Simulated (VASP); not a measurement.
The system is Mg2Sn.

```
Mg Sn
1.0
     0.00000    3.38015    3.38015
     3.38015    0.00000    3.38015
     3.38015    3.38015    0.00000
Mg Sn
2 1
Cartesian
  1.6901 1.6901 1.6901
  5.0702 5.0702 5.0702
  0.0000 0.0000 0.0000
```

The cell is a database's computed one.

- Program: VASP 6.6.1
- Task: relaxation of cell and atoms
- Functional: PBE
- Dispersion: D3(BJ)
- Potentials or basis: VASP PAW PBE potentials, release 64 (Mg, Sn_d)
- Cutoff: 600 eV
- k mesh: 12 × 12 × 12
- Occupations: gaussian, width 0.1 eV
- Spin: no spin polarisation

At the start: pressure -1.0 GPa; volume 25.75 Å³/atom.

Question: Where does the relaxation end?

Answer: Over 3 steps the energy falls by 2.0 meV/atom and the volume is 25.14 Å³/atom (-2.4 %); space group Fm-3m (No. 225, to 0.05 Å).

Step by step:
```tsv
step	energy change (eV)	largest force (eV/Å)	pressure (GPa)	volume (Å³)
1	0.0000	0.0000	-0.98	77.24
2	-0.0061	0.0000	-0.05	75.49
3	-0.0061	0.0000	-0.01	75.42
```

Final structure:
```
Mg Sn
1.0
     0.00000    3.35341    3.35341
     3.35341    0.00000    3.35341
     3.35341    3.35341    0.00000
Mg Sn
2 1
Direct
  0.25000 0.25000 0.25000
  0.75000 0.75000 0.75000
  0.00000 0.00000 0.00000
```

Caveat: pairwise dispersion overbinds metals, which lowers pressure and volume.
